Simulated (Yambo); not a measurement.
# SiC (Moissanite 3C) (F-43m) in Yambo: further runs, part 2 of 3

Yambo 5.3.0. The steps go on from the part before.

### Step 3. Hartree-Fock levels, PBEsol

File hf2.in:

```
rim_cut
HF_and_locXC
RandQpts= 1000000
RandGvec= 50 RL
EXXRLvcs= 82 Ry
VXCRLvcs= 82 Ry
% QPkrange
 1 | 16 | 2 | 6 |
%
```

File scf.in:

```
&CONTROL
  calculation = 'scf'
  prefix = 'pwscf'
  outdir = './tmp'
  pseudo_dir = './pseudo'
/
&SYSTEM
  ibrav = 0
  nat = 2
  ntyp = 2
  ecutwfc = 82
  nbnd = 9
  occupations = 'smearing'
  smearing = 'fd'
  degauss = 0.00367493
  force_symmorphic = .true.
/
&ELECTRONS
  conv_thr = 4d-10
  electron_maxstep = 120
  mixing_beta = 0.5
/
ATOMIC_SPECIES
Si    28.0850 Si.upf
C     12.0110 C.upf
CELL_PARAMETERS angstrom
   0.0000000000    2.1790000000    2.1790000000
   2.1790000000    0.0000000000    2.1790000000
   2.1790000000    2.1790000000    0.0000000000
ATOMIC_POSITIONS crystal
Si     0.0000000000    0.0000000000    0.0000000000
C      0.7500000000    0.7500000000    0.7500000000
K_POINTS automatic
10 10 10 0 0 0
```

File nscf.in:

```
&CONTROL
  calculation = 'nscf'
  prefix = 'pwscf'
  outdir = './tmp'
  pseudo_dir = './pseudo'
/
&SYSTEM
  ibrav = 0
  nat = 2
  ntyp = 2
  ecutwfc = 82
  nbnd = 154
  occupations = 'fixed'
  force_symmorphic = .true.
/
&ELECTRONS
  conv_thr = 1d-08
  diago_full_acc = .true.
  diago_thr_init = 1d-06
/
ATOMIC_SPECIES
Si    28.0850 Si.upf
C     12.0110 C.upf
CELL_PARAMETERS angstrom
   0.0000000000    2.1790000000    2.1790000000
   2.1790000000    0.0000000000    2.1790000000
   2.1790000000    2.1790000000    0.0000000000
ATOMIC_POSITIONS crystal
Si     0.0000000000    0.0000000000    0.0000000000
C      0.7500000000    0.7500000000    0.7500000000
K_POINTS automatic
6 6 6 0 0 0
```

Potentials or basis: PseudoDojo 0.4.1 SR PBEsol standard.

Launch:

```console
> OMP_NUM_THREADS=1 pw.x -in scf.in > scf.out
> OMP_NUM_THREADS=1 pw.x -in nscf.in > nscf.out
> cd tmp/pwscf.save; p2y; mv SAVE ../..; cd ../..
> OMP_NUM_THREADS=1 yambo
> mkdir -p hf2; ln -s $PWD/g0w00/ndb.RIM hf2/
> OMP_NUM_THREADS=1 yambo -F hf2.in -J hf2 -C hf2_out
```

Yambo's report:

```text
[... sections 02.01 to 02.04 as in the set-up run ...]

  [02.05] Energies & Occupations
  ==============================

  [X] === General ===
  [X] Electronic Temperature                        :  0.000000  0.000000 [eV K]
  [X] Bosonic    Temperature                        :  0.000000  0.000000 [eV K]
  [X] Finite Temperature mode                       : no
  [X] El. density                                   :  0.38662E+24 [cm-3]
  [X] Fermi Level                                   :  9.438477 [eV]

  [X] === Gaps and Widths ===
  [X] Conduction Band Min                           :  1.240413 [eV]
  [X] Valence Band Max                              :  0.000000 [eV]
  [X] Filled Bands                                  :   4
  [X] Empty Bands                                   :    5  154
  [X] Direct Gap                                    :  4.458021 [eV]
  [X] Direct Gap localized at k                     :  13
  [X] Indirect Gap                                  :  1.240413 [eV]
  [X] Indirect Gap between kpts                     :   1  13
  [X] Last valence band width                       :  4.443138 [eV]
  [X] 1st conduction band width                     :  5.713755 [eV]

 [03] Transferred momenta grid and indexing
 ==========================================

 IBZ Q-points                                      :  16
 BZ  Q-points                                      :  216

 K/Q-points units:
 rlu = crystal or reduced units; cc = cartesian coordinates; iku = interal k-units

 Q [ 1]         [rlu]:  0.000000  0.000000  0.000000
 Q [ 2]         [rlu]:  0.16734E-16  0.16734E-16  0.16667
 Q [ 3]         [rlu]:  0.33468E-16  0.33468E-16  0.33333
 Q [ 4]         [rlu]:  0.17304E-16  0.17304E-16 -0.50000
 Q [ 5]         [rlu]:  0.19763E-16  0.16667      0.16667
 Q [ 6]         [rlu]:  0.28560E-17  0.16667      0.33333
 Q [ 7]         [rlu]: -0.47957E-17  0.16667      0.50000
 Q [ 8]         [rlu]: -0.19076E-16  0.16667     -0.33333
 Q [ 9]         [rlu]: -0.57120E-17  0.16667     -0.16667
 Q [10]         [rlu]:  0.31459E-17  0.33333      0.33333
 Q [11]         [rlu]:  0.39235E-16  0.33333      0.50000
 Q [12]         [rlu]:  0.78583E-16  0.33333     -0.33333
 Q [13]         [rlu]: -0.47188E-17 -0.50000     -0.50000
 Q [14]         [rlu]:  0.166667  0.333333  0.500000
 Q [15]         [rlu]:  0.166667  0.333333 -0.333333
 Q [16]         [rlu]:  0.166667 -0.500000 -0.333333

 [04] Coloumb potential Random Integration (RIM)
 ===============================================

 Summary of Coulomb integrals for non-metallic bands |Q|[au] RIM/Bare

 Q [1] 0.100000E-4 0.997530 * Q [2] 0.220244 1.068480
 Q [5] 0.254315 1.066792 * Q [9] 0.359656 1.029814
 Q [6] 0.421734 1.022655 * Q [3] 0.440487 1.020326
 Q [10] 0.508631 1.016896 * Q [8] 0.554267 1.014579
 Q [14] 0.568666 1.014068 * Q [7] 0.622943 1.012146
 Q [11] 0.660731 1.011334 * Q [4] 0.660731 1.011454
 Q [12] 0.719312 1.010226 * Q [15] 0.752275 1.009797
 Q [13] 0.762946 1.009889 * Q [16] 0.804216 1.009311

 [05] Local Exchange-Correlation + Non-Local Fock
 ================================================

 [VXC] Plane waves :  1837
 [EXS] Plane waves :  1837

 QP @ state[ 1 ] K range:   1  16
 QP @ state[ 1 ] b range:   2   6

 [WF-HF/Rho loader] Normalization (few states)  min/max  :  0.13209E-15   1.0000

 [xc] Functional : Perdew, Burke & Ernzerhof SOL(X)+Perdew, Burke & Ernzerhof SOL(C)
 [xc] LIBXC used to calculate xc functional
  PP Number of Atomic Species                      :  2
  NLCC RL compoments                               :  14067
  PP Number of Atomic Species                      :  2
  NLCC RL compoments                               :  14067
 [WR./hf2//ndb.HF_and_locXC]-----------------------------------------------------
  Brillouin Zone Q/K grids (IBZ/BZ)                :   16  216   16  216
  RL vectors                                       :  2397 [WF]
  Fragmentation                                    : no
  Electronic Temperature                           :  0.000000 [K]
  Bosonic    Temperature                           :  0.000000 [K]
  Green`s function   wavefunctions                 : Perdew, Burke & Ernzerhof SOL(X)+Perdew, Burke & Ernzerhof SOL(C)
  Total number of QP states                        :   80
  Exchange RL vectors                              :  1837
  Exchange summation bands                         :   4
  RIM RL components                                :   51
  RIM random points                                :  1000000

 [xc] E_xc :  -3.021152 [Ha]
      E_xc :  -6.042304 [Ry]

  Local XC kind (lXC) : Perdew, Burke & Ernzerhof SOL(X)+Perdew, Burke & Ernzerhof SOL(C)
  Non-Local XC kind (nlXC) : Hartree-Fock

  Corrections @ K [1] :  [eV]
 <2|nlXC|2> = -17.49061 -0.18700E-17 <2|lXC|2> = -14.79096 -0.37763E-15
 <3|nlXC|3> = -17.49061  0.75912E-17 <3|lXC|3> = -14.79096 -0.10907E-20
 <4|nlXC|4> = -17.49061 -0.71868E-18 <4|lXC|4> = -14.79096 -0.18884E-15
 <5|nlXC|5> = -7.617164  0.13814E-17 <5|lXC|5> = -13.21336  0.18882E-15
 <6|nlXC|6> = -5.908573 -0.14129E-17 <6|lXC|6> = -11.36056  0.94412E-16

  Corrections @ K [2] :  [eV]
 <2|nlXC|2> = -17.41068  0.45679E-17 <2|lXC|2> = -13.85774 -0.18882E-15
 <3|nlXC|3> = -17.42289 -0.30418E-17 <3|lXC|3> = -14.61093  0.37764E-15
 <4|nlXC|4> = -17.42289  0.79346E-17 <4|lXC|4> = -14.61093  0.18884E-15
 <5|nlXC|5> = -6.769045  0.13944E-17 <5|lXC|5> = -12.18349  0.21995E-19
 <6|nlXC|6> = -5.838998  0.25506E-17 <6|lXC|6> = -11.51282  0.47210E-16

  Corrections @ K [3] :  [eV]
 <2|nlXC|2> = -18.06786  0.33871E-17 <2|lXC|2> = -12.92443 -0.94411E-16
 <3|nlXC|3> = -17.45774  0.50197E-17 <3|lXC|3> = -14.42655  0.27112E-19
 <4|nlXC|4> = -17.45773 -0.98098E-17 <4|lXC|4> = -14.42655 -0.14166E-15
 <5|nlXC|5> = -6.887620  0.20144E-17 <5|lXC|5> = -12.13117  0.94407E-16
 <6|nlXC|6> = -5.565593  0.20107E-18 <6|lXC|6> = -11.22985  0.94394E-16

  Corrections @ K [4] :  [eV]
 <2|nlXC|2> = -17.98211  0.37193E-16 <2|lXC|2> = -12.08380 -0.94410E-16
 <3|nlXC|3> = -17.50766  0.12689E-16 <3|lXC|3> = -14.38023 -0.88517E-16
 <4|nlXC|4> = -17.50766  0.19012E-16 <4|lXC|4> = -14.38023  0.22954E-19
 <5|nlXC|5> = -7.013736 -0.32338E-17 <5|lXC|5> = -12.20558 -0.18882E-15
 <6|nlXC|6> = -5.510055 -0.30946E-17 <6|lXC|6> = -11.05678  0.47201E-16

  Corrections @ K [5] :  [eV]
 <2|nlXC|2> = -17.75161 -0.72405E-17 <2|lXC|2> = -14.37781  0.47202E-16
 <3|nlXC|3> = -17.22683  0.11119E-16 <3|lXC|3> = -14.14985 -0.18884E-15
 <4|nlXC|4> = -17.22683  0.26718E-17 <4|lXC|4> = -14.14985 -0.94409E-16
 <5|nlXC|5> = -6.000956 -0.16674E-17 <5|lXC|5> = -11.08017 -0.18359E-19
 <6|nlXC|6> = -6.949587 -0.20730E-17 <6|lXC|6> = -12.81860 -0.47212E-16
[... 57 lines left out ...]
  Corrections @ K [14] :  [eV]
 <2|nlXC|2> = -18.48416 -0.66646E-17 <2|lXC|2> = -13.33762  0.94401E-16
 <3|nlXC|3> = -17.01542  0.13127E-16 <3|lXC|3> = -12.93839  0.47217E-16
 <4|nlXC|4> = -16.89556  0.18396E-16 <4|lXC|4> = -13.47619 -0.18882E-15
 <5|nlXC|5> = -6.615625  0.36510E-18 <5|lXC|5> = -11.65858 -0.23601E-15
 <6|nlXC|6> = -6.163415  0.21227E-17 <6|lXC|6> = -11.84875 -0.11789E-16

  Corrections @ K [15] :  [eV]
 <2|nlXC|2> = -17.88745 -0.24318E-17 <2|lXC|2> = -12.44003  0.47228E-16
 <3|nlXC|3> = -17.33069 -0.10711E-16 <3|lXC|3> = -12.94738  0.11507E-15
 <4|nlXC|4> = -16.72245  0.10898E-16 <4|lXC|4> = -13.11011 -0.47194E-16
 <5|nlXC|5> = -6.843443  0.13096E-17 <5|lXC|5> = -11.93486  0.47202E-16
 <6|nlXC|6> = -5.904756  0.18112E-17 <6|lXC|6> = -11.72534 -0.55189E-20

  Corrections @ K [16] :  [eV]
 <2|nlXC|2> = -18.11401  0.12334E-16 <2|lXC|2> = -12.65262  0.94389E-16
 <3|nlXC|3> = -17.11241  0.69271E-17 <3|lXC|3> = -12.86675 -0.11800E-15
 <4|nlXC|4> = -16.42306  0.33623E-17 <4|lXC|4> = -12.48191 -0.18643E-19
 <5|nlXC|5> = -7.124735  0.50059E-18 <5|lXC|5> = -11.84764 -0.11799E-16
 <6|nlXC|6> = -6.201613  0.21542E-17 <6|lXC|6> = -11.71128  0.64895E-16

  [05.01] Hartree-Fock occupations report
  =======================================

  [Hartree-Fock] === General ===
  [Hartree-Fock] Electronic Temperature             :  0.000000  0.000000 [eV K]
  [Hartree-Fock] Bosonic    Temperature             :  0.000000  0.000000 [eV K]
  [Hartree-Fock] Finite Temperature mode            : no
  [Hartree-Fock] El. density                        :  0.38662E+24 [cm-3]
  [Hartree-Fock] Fermi Level                        :  9.438477 [eV]

  [Hartree-Fock] === Gaps and Widths ===
  [Hartree-Fock] Conduction Band Min                :  5.386213 [eV]
  [Hartree-Fock] Valence Band Max                   : -2.699648 [eV]
  [Hartree-Fock] Filled Bands                       :   4
  [Hartree-Fock] Empty Bands                        :    5  154
  [Hartree-Fock] Direct Gap                         :  12.49240 [eV]
  [Hartree-Fock] Direct Gap localized at k          :  13
  [Hartree-Fock] Indirect Gap                       :  8.085861 [eV]
  [Hartree-Fock] Indirect Gap between kpts          :   1  13
  [Hartree-Fock] Last valence band width            :  5.684637 [eV]
  [Hartree-Fock] 1st conduction band width          :  7.192134 [eV]
```

Run time: 67 s. Hardware: 1 thread of Arm Neoverse V1, shared host; peak memory 0.24 GiB.

Results:

* Band gap on the k mesh, mean-field level: 1.24 eV, indirect (least direct gap 4.46 eV)
* Quasiparticle gap: 8.09 eV
* Least direct quasiparticle gap: 12.49 eV
* Quasiparticle gap at Γ: 14.47 eV
* Band gap of the same states before the correction: 1.24 eV

Quasiparticle terms (eV):
| k point | band | Kohn-Sham level | Vxc | Σx | Σc | Z | result |
| --- | --- | --- | --- | --- | --- | --- | --- |
| (0.000, 0.000, 0.000) | 2 | 0.00 | -14.79 | -17.49 | - | - | -2.70 |
| (0.000, 0.000, 0.000) | 3 | 0.00 | -14.79 | -17.49 | - | - | -2.70 |
| (0.000, 0.000, 0.000) | 4 | 0.00 | -14.79 | -17.49 | - | - | -2.70 |
| (0.000, 0.000, 0.000) | 5 | 6.17 | -13.21 | -7.62 | - | - | 11.77 |
| (0.000, 0.000, 0.000) | 6 | 7.24 | -11.36 | -5.91 | - | - | 12.69 |
| (0.000, 0.000, 0.167) | 2 | -2.39 | -13.86 | -17.41 | - | - | -5.94 |
| (0.000, 0.000, 0.167) | 3 | -0.33 | -14.61 | -17.42 | - | - | -3.15 |
| (0.000, 0.000, 0.167) | 4 | -0.33 | -14.61 | -17.42 | - | - | -3.15 |
| (0.000, 0.000, 0.167) | 5 | 6.27 | -12.18 | -6.77 | - | - | 11.69 |
| (0.000, 0.000, 0.167) | 6 | 7.75 | -11.51 | -5.84 | - | - | 13.43 |
| (0.000, 0.000, 0.333) | 2 | -6.22 | -12.92 | -18.07 | - | - | -11.36 |
| (0.000, 0.000, 0.333) | 3 | -0.85 | -14.43 | -17.46 | - | - | -3.88 |
| (0.000, 0.000, 0.333) | 4 | -0.85 | -14.43 | -17.46 | - | - | -3.88 |
| (0.000, 0.000, 0.333) | 5 | 5.61 | -12.13 | -6.89 | - | - | 10.86 |
| (0.000, 0.000, 0.333) | 6 | 7.56 | -11.23 | -5.57 | - | - | 13.23 |
| (0.000, 0.000, -0.500) | 2 | -8.61 | -12.08 | -17.98 | - | - | -14.51 |
| (0.000, 0.000, -0.500) | 3 | -1.06 | -14.38 | -17.51 | - | - | -4.19 |
| (0.000, 0.000, -0.500) | 4 | -1.06 | -14.38 | -17.51 | - | - | -4.19 |
| (0.000, 0.000, -0.500) | 5 | 5.36 | -12.21 | -7.01 | - | - | 10.56 |
| (0.000, 0.000, -0.500) | 6 | 7.14 | -11.06 | -5.51 | - | - | 12.69 |

### Step 4. Optical spectrum, PBEsol

File optics6.in:

```
optics
chi
Chimod= "IP"
% BndsRnXd
 1 | 44 |
%
% LongDrXd
 0 | 1 | 0 |
%
% QpntsRXd
 1 | 1 |
%
% EnRngeXd
 0 | 30 | eV
%
% DmRngeXd
 0.05 | 0.05 | eV
%
ETStpsXd= 200
```

scf.in is that of step 3.

nscf.in is that of step 3.

Potentials or basis: PseudoDojo 0.4.1 SR PBEsol standard.

Launch:

```console
> OMP_NUM_THREADS=1 pw.x -in scf.in > scf.out
> OMP_NUM_THREADS=1 pw.x -in nscf.in > nscf.out
> cd tmp/pwscf.save; p2y; mv SAVE ../..; cd ../..
> OMP_NUM_THREADS=1 yambo
> OMP_NUM_THREADS=1 yambo -F optics6.in -J optics6 -C optics6_out
```

Yambo's report:

```text
[... sections 02.01 to 02.04 as in the set-up run ...]

  [02.05] Energies & Occupations
  ==============================

  [X] === General ===
  [X] Electronic Temperature                        :  0.000000  0.000000 [eV K]
  [X] Bosonic    Temperature                        :  0.000000  0.000000 [eV K]
  [X] Finite Temperature mode                       : no
  [X] El. density                                   :  0.38662E+24 [cm-3]
  [X] Fermi Level                                   :  9.438477 [eV]

  [X] === Gaps and Widths ===
  [X] Conduction Band Min                           :  1.240413 [eV]
  [X] Valence Band Max                              :  0.000000 [eV]
  [X] Filled Bands                                  :   4
  [X] Empty Bands                                   :    5  154
  [X] Direct Gap                                    :  4.458021 [eV]
  [X] Direct Gap localized at k                     :  13
  [X] Indirect Gap                                  :  1.240413 [eV]
  [X] Indirect Gap between kpts                     :   1  13
  [X] Last valence band width                       :  4.443138 [eV]
  [X] 1st conduction band width                     :  5.713755 [eV]

 [03] Transferred momenta grid and indexing
[... 28 lines left out ...]
 ============

  [04.01] Setup: observables and procedures
  =========================================

  [WF-Oscillators/G space/Transverse up loader] Normalization (few states)  min/max  :  0.22953E-16   1.0000

  [WR./optics6//ndb.dipoles]------------------------------------------------------
   Brillouin Zone Q/K grids (IBZ/BZ)                :   16  216   16  216
   RL vectors                                       :  2397 [WF]
   Fragmentation                                    : yes
   Electronic Temperature                           :  0.000000 [K]
   Bosonic    Temperature                           :  0.000000 [K]
   DIP band range                                   :    1   44
   DIP band range limits                            :   4   5
   DIP e/h energy range                             : -1.000000 -1.000000 [eV]
   RL vectors in the sum                            :  2397
   [r,Vnl] included                                 : yes
   Bands ordered                                    : yes
   Direct v evaluation                              : no
   Approach used                                    : G-space v
   Dipoles computed                                 : R V P [G-space]
   Wavefunctions                                    : Perdew, Burke & Ernzerhof SOL(X)+Perdew, Burke & Ernzerhof SOL(C)

  [WARNING] [r,Vnl^pseudo] included in position and velocity dipoles.

  [WARNING] In case H contains other non local terms, these are neglected

 [05] Optics
 ===========

 [X-CG] R(p) Tot o/o(of R):    1995   34560     100
```

o-optics6.eel_q1_ip:

```text
# Electron Energy Loss @ Q(1):   0.00000000      1.00000000      0.00000000    [q->0 direction]
#
# [ X ] Hartree size                              :  1
# [GEN] GF Energies                               : Perdew, Burke & Ernzerhof SOL(X)+Perdew, Burke & Ernzerhof SOL(C)
# [GEN] Green`s Function                          : T-ordered
#
# [GEN] Gauge                                     : Length
# [GEN] [r,Vnl] included                          : yes
#
#    E[1] [eV]          Im(eel)            Re(eel)
#
        0.000000           0.783175E-3       -0.125614
        0.150754           0.783800E-3       -0.125559
        0.301508           0.785681E-3       -0.125397
        0.452261           0.788829E-3       -0.125125
        0.603015           0.793263E-3       -0.124744
        0.753769           0.799013E-3       -0.124253
[... 192 lines left out ...]
        29.84925           0.622916          -2.656267
        30.00000           0.467300          -2.202601
#
```

o-optics6.eps_q1_ip:

```text
# Absorption @ Q(1):   0.00000000      1.00000000      0.00000000    [q->0 direction]
#
# [ X ] Hartree size                              :  1
# [GEN] GF Energies                               : Perdew, Burke & Ernzerhof SOL(X)+Perdew, Burke & Ernzerhof SOL(C)
# [GEN] Green`s Function                          : T-ordered
#
# [GEN] Gauge                                     : Length
# [GEN] [r,Vnl] included                          : yes
#
#    E[1] [eV]          Im(eps)            Re(eps)
#
        0.000000           0.049633           7.960609
        0.150754           0.049715           7.964044
        0.301508           0.049964           7.974377
        0.452261           0.050382           7.991683
        0.603015           0.050975           8.016089
        0.753769           0.051752           8.047779
[... 192 lines left out ...]
        29.84925           0.083683           0.356844
        30.00000           0.092173           0.434454
#
```

Run time: 56 s. Hardware: 1 thread of Arm Neoverse V1, shared host; peak memory 0.23 GiB.

Results:

| Quantity | Value |
| --- | --- |
| Band gap on the k mesh, mean-field level | 1.24 eV, indirect (least direct gap 4.46 eV) |
| Electronic dielectric constant along the field | 7.96 |

Dielectric function (along the field direction of the input):
| energy (eV) | real part | imaginary part |
| --- | --- | --- |
| 0.30 | 7.97 | 0.05 |
| 0.75 | 8.05 | 0.05 |
| 1.21 | 8.19 | 0.06 |
| 1.81 | 8.50 | 0.06 |
| 2.26 | 8.86 | 0.07 |
| 2.71 | 9.36 | 0.09 |
| 3.32 | 10.39 | 0.13 |
| 3.77 | 11.69 | 0.21 |
| 4.22 | 14.66 | 0.70 |
| 4.82 | 16.22 | 1.05 |
| 5.28 | 22.72 | 7.56 |
| 5.73 | 12.89 | 3.66 |
| 6.33 | 34.45 | 10.20 |
| 6.78 | -28.72 | 30.81 |
| 7.24 | 1.38 | 13.49 |
| 7.84 | 2.52 | 7.59 |
| 8.29 | -1.08 | 9.39 |
| 8.74 | -0.04 | 4.20 |
| 9.35 | -3.66 | 7.55 |
| 9.80 | -3.94 | 4.22 |
| 10.25 | -0.61 | 1.75 |
| 10.85 | -1.23 | 8.43 |
| 11.31 | -1.54 | 6.82 |
| 11.76 | -6.14 | 4.04 |
| 12.36 | -4.52 | 1.78 |
| 12.81 | -3.13 | 1.23 |
| 13.27 | -3.08 | 2.67 |
| 13.87 | -2.64 | 0.59 |
| 14.32 | -0.36 | 1.41 |
| 14.77 | -1.39 | 0.63 |
| 15.38 | -2.12 | 0.50 |
| 15.83 | -1.42 | 0.38 |
| 16.28 | -0.49 | 0.36 |
| 16.88 | -0.98 | 0.30 |
| 17.34 | -0.43 | 0.91 |
| 17.79 | -0.58 | 0.86 |
| 18.39 | -0.49 | 0.53 |
| 18.84 | -0.42 | 0.26 |
| 19.30 | -0.55 | 0.16 |
| 19.90 | -0.32 | 0.26 |

Energy-loss function:
```
energy (eV)   loss
        0.0  0.001
        1.4  0.001
        2.6  0.001
        3.9  0.002
        5.3  0.013
        6.5  0.012
        7.8  0.119
        9.2  0.199
       10.4  0.099
       11.8  0.075
       13.1  0.198
       14.3  0.666
       15.7  0.342
       16.9  0.281
       18.2  0.375
       19.6  0.683
       20.8  1.409
       22.2  3.686
       23.5  7.151
       24.7  1.450
       26.1  1.050
       27.4  0.583
       28.6  0.710
       30.0  0.467
```

Caveat: spectra need much finer meshes, so this one isn't converged; independent-particle spectra lack excitons.

(Part 2 of 3 ends here.)
